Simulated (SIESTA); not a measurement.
TiC:

```xyz
2
Lattice="0.0000 2.1657 2.1657 2.1657 0.0000 2.1657 2.1657 2.1657 0.0000" Properties=species:S:1:pos:R:3 pbc="T T T"
Ti    0.0000    0.0000    0.0000
C     2.1657    2.1657    2.1657
```

The cell is a database's computed one.

Base run:

| Quantity | Value |
| --- | --- |
| Program | SIESTA 5.4.2 |
| Functional | PBE |
| Potentials or basis | PseudoDojo 0.4 standard (PBE files) |
| Basis | DZP (energy shift 0.003 Ry; two zetas on semicore shells) |
| Grid cutoff | 800 Ry |
| Energy shift | 0.003 Ry |
| k mesh | 11 × 11 × 11 |
| Occupations | fermi-dirac, width 0.05 eV |
| Spin | no spin polarisation |
| Hubbard terms | Ti d U = 8 eV |

Its results: band gap on the k mesh none (metal or under the smearing width); pressure 28.7 GPa.

Question: The run is repeated on the same cell with these changes: hubbard terms from Ti d U = 8 eV to none. What comes out?

Answer: Band gap on the k mesh none (metal or under the smearing width); pressure 1.4 GPa.

Caveats: the basis of atomic orbitals isn't converged, which shifts pressures, moduli and gaps; a pressure of tens of GPa on the cell as given is suspect, and the run, the potentials or the cell itself is likely at fault (some runs); U without spin polarisation on a metal has little footing (some runs); the U is typed as a test and isn't derived for this compound (some runs).
